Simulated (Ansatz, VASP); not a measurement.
# Cross-check of Ta16N16F (F on TaN(001)) between VASP and Ansatz, part 2 of 2

Wanted: the spread between two codes on one cell, functional and k mesh. The cell is taken from a series of runs on this material, whose earlier steps may have relaxed, scaled, displaced or heated it; both programs get it as it stands.

VASP 6.6.1 and Ansatz 0.2.0.

So far: The starting structure; VASP: single point, PBEsol.

### 3. Ansatz: single point, PBEsol

Level of this step: Ansatz beside VASP: Kohn-Sham DFT, plane waves, PBEsol (Ansatz).

Ansatz runs on its default PAW (the set named soft_2) files.

The same cell, functional, mesh and smearing now go to Ansatz, which takes its cutoff from its data sets.

The input, input.yaml:

```yaml
crystal:
  lattice:
    - [6.194255403, 0.0, 0.0]
    - [0.0, 6.194255403, 0.0]
    - [0.0, 0.0, 24.42]
  atoms:
    - { symbol: Ta, position: [0.0, 0.0, 0.327600328] }
    - { symbol: Ta, position: [0.0, 0.5, 0.327600328] }
    - { symbol: Ta, position: [0.5, 0.0, 0.327600328] }
    - { symbol: Ta, position: [0.5, 0.5, 0.327600328] }
    - { symbol: Ta, position: [0.25, 0.25, 0.417280917] }
    - { symbol: Ta, position: [0.25, 0.75, 0.417280917] }
    - { symbol: Ta, position: [0.75, 0.25, 0.417280917] }
    - { symbol: Ta, position: [0.75, 0.75, 0.417280917] }
    - { symbol: Ta, position: [0.0044323922, 0.0044323922, 0.5132466965] }
    - { symbol: Ta, position: [0.0044323922, 0.4955676078, 0.5132466965] }
    - { symbol: Ta, position: [0.4955676078, 0.0044323922, 0.5132466965] }
    - { symbol: Ta, position: [0.4955676078, 0.4955676078, 0.5132466965] }
    - { symbol: Ta, position: [0.25, 0.25, 0.6017166255] }
    - { symbol: Ta, position: [0.25, 0.75, 0.5940749598] }
    - { symbol: Ta, position: [0.75, 0.25, 0.5940749598] }
    - { symbol: Ta, position: [0.75, 0.75, 0.5934280653] }
    - { symbol: "N", position: [0.25, 0.25, 0.327600328] }
    - { symbol: "N", position: [0.25, 0.75, 0.327600328] }
    - { symbol: "N", position: [0.75, 0.25, 0.327600328] }
    - { symbol: "N", position: [0.75, 0.75, 0.327600328] }
    - { symbol: "N", position: [0.0, 0.0, 0.417280917] }
    - { symbol: "N", position: [0.0, 0.5, 0.417280917] }
    - { symbol: "N", position: [0.5, 0.0, 0.417280917] }
    - { symbol: "N", position: [0.5, 0.5, 0.417280917] }
    - { symbol: "N", position: [0.25, 0.25, 0.50705202] }
    - { symbol: "N", position: [0.25, 0.75, 0.508245688] }
    - { symbol: "N", position: [0.75, 0.25, 0.508245688] }
    - { symbol: "N", position: [0.75, 0.75, 0.5081499192] }
    - { symbol: "N", position: [0.9969228157, 0.9969228157, 0.6054004653] }
    - { symbol: "N", position: [0.9969228157, 0.5030771843, 0.6054004653] }
    - { symbol: "N", position: [0.5030771843, 0.9969228157, 0.6054004653] }
    - { symbol: "N", position: [0.5030771843, 0.5030771843, 0.6054004653] }
    - { symbol: F, position: [0.25, 0.25, 0.6803181892] }
hamiltonian:
  xc: pbesol
  pseudopotentials: { kind: paw }
kpoints:
  mp_grid: { grid: [4, 4, 1] }
scf:
  occupations: { method: methfessel_paxton, width: 0.1 }
  n_extra_bands: 12
efield:
  axis: 3
  dipole_correction: true
  ramp_width: 0.04
output:
  forces: true
  eigenvalues: true
  write_density: true
  write_potential: true
  elf: true
  volumetric_format: npy
```

Launch:

```console
$ ansatz run input.yaml --threads 8 --pin off --max-ram 18432MiB --backend cpu --events-out ev --progress --plain --runs-dir out
```

Numbers of over 12 decimals in the logs are rounded to 6 here.

The log of the run:

```text
scf.n_extra_bands = 12 over 148 filled bands (N_el = 295.0): the run solves 160 bands
Engine: ansatz 0.2.0, aarch64-unknown-linux-gnu
Pseudopotentials: kind: paw
Pseudopotential: Ta, paw, valence charge 13, recommended cutoff 420 eV (normal), Ta.paw.azcp
Pseudopotential: N, paw, valence charge 5, recommended cutoff 420 eV (normal), N.paw.azcp
Pseudopotential: F, paw, valence charge 7, recommended cutoff 420 eV (normal), F.paw.azcp
Functional definition: PBEsol
  exchange = pbesol_x
  correlation = pbesol_c
Crystal: 33 atoms, lattice volume = 936.966 Å³
Basis set: ecut = 420 eV, 18357 PW (Γ), exchange–correlation on 90×90×360 points (8 copies of the dense FFT grid, shifted against one another)
Bands: 160, of which v1, the nominal top of the filled ones, is band 148 counted from 1 (147 counted from 0)
Symmetry: 8 space group operations
Space group: P4mm (ITA 99), of the structure as read, at distance tolerance 9.8e-5 Å
k-points: 6 of 16
Non-local potential: Ta, projectors of the file, l = 0: 3, l = 1: 2, l = 2: 2, l = 3: 1
Non-local potential: N, projectors of the file, l = 0: 2, l = 1: 2, l = 2: 1
Non-local potential: F, projectors of the file, l = 0: 2, l = 1: 2, l = 2: 1
PAW form: soft (Blöchl's): semilocal exchange-correlation on the pseudo side does not see the compensation charge
PAW frozen core: Ta, regenerated for the run's functional, and the local potential with it (the file was generated under x = pbe(κ = 0.804, μ = 0.219515), c = pbe(β = 0.066725))
PAW frozen core: N, regenerated for the run's functional, and the local potential with it (the file was generated under x = pbe(κ = 0.804, μ = 0.219515), c = pbe(β = 0.066725))
PAW frozen core: F, regenerated for the run's functional, and the local potential with it (the file was generated under x = pbe(κ = 0.804, μ = 0.219515), c = pbe(β = 0.066725))
PAW one-centre angular grid: Ta, 590 points (default); XC on 64 Gauss nodes
PAW one-centre angular grid: N, 110 points (default); XC on 64 Gauss nodes
PAW one-centre angular grid: F, 110 points (default); XC on 64 Gauss nodes
Initial density: superposition of atomic densities (neutral atoms: chi_scale 0, normalization atom), corrected by the library's trained network
Initial wavefunctions: pseudopotential atomic-orbital guess
Functional: x = pbesol(κ = 0.804, μ = 0.123457), c = pbesol(β = 0.046)
SCF iter   1: F=—  HF=-163787.994764 eV  |F-HF|=—  |Δ(HF+E_count)|=         —  Δρ=1.09e-2  dr2=1.70e0  ethr=1.77e-3  p=-0.148 e·Å  D=-2.86e-2 V/Å  ΔV_dip=0.70 eV  dr2_dipole=3.93e-2  V_vac-E_F(+/−)=4.40/3.70 eV  ⟨swp⟩=9.7  Hψ=5163  notcnv=0
efield: sawtooth ramp at fractional position 0.9840 (placed from the atoms, in the widest stretch of the axis that holds none; the zero of the levels goes with the place), width 0.0400; the density the first Hamiltonian is built on has a dipole p = -0.148 e·Å; the dipole correction subtracts the counter field D = -2.86e-2 V/Å, which shifts the + side's vacuum level by +0.70 eV against the − side's; the planar-averaged density in the ramp window peaks in size at 7.7e-6 e/Å³
preconditioner: auto → LDOS  [metal: Δε(μ)=0.024 eV  Ē_g=8.281 eV  σ=0.100 eV  W_gap=0.20  n_scr=156 (ndim 8)  ℏωp=15.7 eV  f_vac=0.565  D(μ)=25.83/eV (n_scr^D=156)  β→1.0]
SCF iter   2: F=—  HF=-163787.762269 eV  |F-HF|=—  |Δ(HF+E_count)|=   2.32e-1  S|Δr|=    0.00e0  Δρ=5.22e-3  dr2=2.00e-1  ethr=5.75e-4  p=-0.185 e·Å  D=-3.57e-2 V/Å  ΔV_dip=0.87 eV  dr2_dipole=4.51e-3  V_vac-E_F(+/−)=4.65/3.78 eV  ⟨swp⟩=2.3  Hψ=1778  notcnv=0  defer=13
SCF iter   3: F=—  HF=-163787.729189 eV  |F-HF|=—  |Δ(HF+E_count)|=   3.31e-2  S|Δr|=    0.00e0  Δρ=1.13e-3  dr2=1.95e-2  ethr=6.78e-5  p=-0.161 e·Å  D=-3.11e-2 V/Å  ΔV_dip=0.76 eV  dr2_dipole=1.17e-7  V_vac-E_F(+/−)=4.52/3.77 eV  ⟨swp⟩=3.3  Hψ=1791  notcnv=0  defer=13
SCF iter   4: F=—  HF=-163787.727640 eV  |F-HF|=—  |Δ(HF+E_count)|=   1.55e-3  S|Δr|=    0.00e0  Δρ=3.37e-4  dr2=2.07e-3  ethr=6.61e-6  p=-0.158 e·Å  D=-3.05e-2 V/Å  ΔV_dip=0.74 eV  dr2_dipole=6.89e-5  V_vac-E_F(+/−)=4.52/3.78 eV  ⟨swp⟩=2.5  Hψ=1534  notcnv=0  defer=13
SCF iter   5: F=—  HF=-163787.727505 eV  |F-HF|=—  |Δ(HF+E_count)|=   1.35e-4  S|Δr|=    0.00e0  Δρ=1.07e-4  dr2=4.85e-4  ethr=7.02e-7  p=-0.155 e·Å  D=-3.00e-2 V/Å  ΔV_dip=0.73 eV  dr2_dipole=2.07e-4  V_vac-E_F(+/−)=4.51/3.78 eV  ⟨swp⟩=2.7  Hψ=1461  notcnv=0  defer=13
SCF iter   6: F=—  HF=-163787.727528 eV  |F-HF|=—  |Δ(HF+E_count)|=   2.26e-5  S|Δr|=    0.00e0  Δρ=5.59e-5  dr2=2.03e-4  ethr=1.64e-7  p=-0.154 e·Å  D=-2.98e-2 V/Å  ΔV_dip=0.73 eV  dr2_dipole=8.06e-5  V_vac-E_F(+/−)=4.51/3.79 eV  ⟨swp⟩=2.2  Hψ=1410  notcnv=0  defer=13
[...]
E_xc         = -4505.218864
  E_vxc        = -4581.979316  (∫ρ·V_xc dr)
  E_paw        = -134514.304501  (= ΣΔE_a)
  E_vpaw       = -2217.728671  (= ΣTr[D̂ρ^β])
  E_aug_tail   = 0.005562  (compensation charges beyond the density's cutoff)
  E_efield     = 0.002247  (sawtooth field / dipole correction)
  E_vefield    = -7.431031  (∫n·V_field dr)
  E_ewald      = 141167.647398
  E_core_change = 3.910367  (= ΣΔE_core)
  E_smearing   = -0.013546  (= −TS)
  E_closure    = -0.000000  (closes the sum)
  Σ components = -163787.727876   (vs F -163787.727876, Δ=0.00e0)
--- Forces (eV/Å), atoms counted from 1 ---
  atom   1  Ta     0.07759261     0.07759261     2.08121360
  atom   2  Ta     0.07759261    -0.07759261     2.08121360
  atom   3  Ta    -0.07759261     0.07759261     2.08121360
  atom   4  Ta    -0.07759261    -0.07759261     2.08121360
  atom   5  Ta     0.00000000     0.00000000    -0.96369111
  atom   6  Ta     0.00000000     0.00000000    -1.13343557
  atom   7  Ta     0.00000000     0.00000000    -1.13343557
  atom   8  Ta     0.00000000     0.00000000    -0.69806190
  atom   9  Ta     0.00201427     0.00201427     0.00151408
  atom  10  Ta     0.00201427    -0.00201427     0.00151408
  atom  11  Ta    -0.00201427     0.00201427     0.00151408
  atom  12  Ta    -0.00201427    -0.00201427     0.00151408
  atom  13  Ta     0.00000000     0.00000000     0.15947032
  atom  14  Ta     0.00000000     0.00000000    -0.04405694
  atom  15  Ta     0.00000000     0.00000000    -0.04405694
  atom  16  Ta    -0.00000000     0.00000000    -0.06279638
  atom  17  N     -0.00000000     0.00000000    -1.38458979
  atom  18  N      0.00000000     0.00000000    -1.25481007
  atom  19  N      0.00000000     0.00000000    -1.25481007
  atom  20  N     -0.00000000     0.00000000    -1.28471544
  atom  21  N     -0.02648367    -0.02648367     0.23887756
  atom  22  N     -0.02648367     0.02648367     0.23887756
  atom  23  N      0.02648367    -0.02648367     0.23887756
  atom  24  N      0.02648367     0.02648367     0.23887756
  atom  25  N      0.00000000     0.00000000     0.00751417
  atom  26  N      0.00000000     0.00000000     0.01547536
  atom  27  N     -0.00000000     0.00000000     0.01547536
  atom  28  N      0.00000000     0.00000000     0.01922221
  atom  29  N      0.00439861     0.00439861    -0.02381669
  atom  30  N      0.00439861    -0.00439861    -0.02381669
  atom  31  N     -0.00439861     0.00439861    -0.02381669
  atom  32  N     -0.00439861    -0.00439861    -0.02381669
  atom  33  F     -0.00000000     0.00000000    -0.14964820
  max |Σ_I F_I| component: 2.04e-4 eV/Å
--- Band table (eV; the first three rows and the last of 6) ---
  k-point 0: bands = [... 144 lower, 5.4748, 5.4748, 5.5920, 5.6679, 5.6679, 5.8297, 6.0492, 6.2116, ... 8 higher]
  k-point 1: bands = [... 144 lower, 4.7231, 4.9438, 5.3142, 5.3520, 5.5425, 5.5663, 5.6274, 5.6306, ... 8 higher]
  k-point 2: bands = [... 144 lower, 4.3930, 4.4605, 4.5676, 4.6383, 4.6760, 4.7012, 5.0846, 5.1776, ... 8 higher]
  k-point 5: bands = [... 144 lower, 5.3694, 5.3694, 5.3805, 5.5095, 5.7417, 5.7639, 5.7639, 5.8089, ... 8 higher]
```

### 4. Comparison

Known differences besides the potentials themselves: the data sets hold 295 valence electrons in Ansatz (default PAW (the set named soft_2) files) and 263 in VASP; the cutoff is 420 eV in Ansatz and 520 eV in VASP (PREC = Accurate, projectors in real space); Ansatz makes its cores anew for this functional, VASP keeps those of its PBE data sets. Total energies have different zeros and are not compared.

Compared:

```tsv
quantity	Ansatz	VASP	difference
work function, lower of the two faces (eV)	3.79	3.79	0.00
work function, higher of the two faces (eV)	4.51	4.53	-0.03
```

Forces on 10 of the 33 atoms, those with the largest forces and the largest differences (eV/Å; atoms numbered as in POSCAR):

```tsv
atom	Ansatz x, y, z	VASP x, y, z
Ta1	0.078, 0.078, 2.081	0.077, 0.077, 2.044
Ta2	0.078, -0.078, 2.081	0.077, -0.077, 2.044
Ta3	-0.078, 0.078, 2.081	-0.077, 0.077, 2.044
Ta4	-0.078, -0.078, 2.081	-0.077, -0.077, 2.044
Ta13	0.000, 0.000, 0.159	0.000, 0.000, 0.009
Ta16	0.000, 0.000, -0.063	0.000, 0.000, -0.009
N17	0.000, 0.000, -1.385	0.000, 0.000, -1.407
N19	0.000, 0.000, -1.255	0.000, 0.000, -1.275
N20	0.000, 0.000, -1.285	0.000, 0.000, -1.305
F33	0.000, 0.000, -0.150	0.000, 0.000, 0.032
```

The forces differ by 27 meV/Å r.m.s., which is 5.1 % of the r.m.s. force of 0.53 eV/Å (both taken over all components).

### 5. What the set-up changes

Further runs change the set-up of one program: Ansatz's method, potentials or start, or VASP's data sets, cutoff or form of LDA. The table gives Ansatz less VASP for each quantity, since a change that brings one quantity closer may part another.

```tsv
run	r.m.s. force difference (meV/Å)	work function, lower of the two faces (eV)	work function, higher of the two faces (eV)
as above	27	-0.0016	-0.025
VASP with the data sets Ta_sv_GW, N_GW and F_GW and a cutoff of 790 eV	12	0.0063	-0.0063
VASP with the data sets Ta_pv, N_h and F_h and a cutoff of 1240 eV	19	-0.0026	-0.011
```

### 6. Results

| Property | Result |
| --- | --- |
| r.m.s. force difference (single point, PBEsol) | 5.1 % of the r.m.s. force |

What this shows: The r.m.s. force difference is 5.1 % of the r.m.s. force (single point, PBEsol), beyond the 3 % picked in this series as the mark of a large difference. Single point, PBEsol, VASP with the data sets Ta_sv_GW, N_GW and F_GW and a cutoff of 790 eV: r.m.s. force difference goes from 27 to 12 meV/Å; the difference in work function, lower of the two faces goes from -0.0016 to 0.0063 eV; the difference in work function, higher of the two faces goes from -0.025 to -0.0063 eV. Single point, PBEsol, VASP with the data sets Ta_pv, N_h and F_h and a cutoff of 1240 eV: r.m.s. force difference goes from 27 to 19 meV/Å; the difference in work function, lower of the two faces goes from -0.0016 to -0.0026 eV; the difference in work function, higher of the two faces goes from -0.025 to -0.011 eV. Such differences can come from data sets, numerical settings and the points named under the comparisons, not from the functional's error against experiment.

[Lines on the potential files, build, host, timing and source positions are cut from VASP's logs without a mark.]

[Logs are printed without paths, hosts, clocks, repeated set-up lines and the standing remarks that a program may print on its own settings, such as how far it seeks lower states.]

[Hosts, paths, dates, database ids (printed as entryN), source tags and the programs' standing remarks are cut or masked in the printed files.]
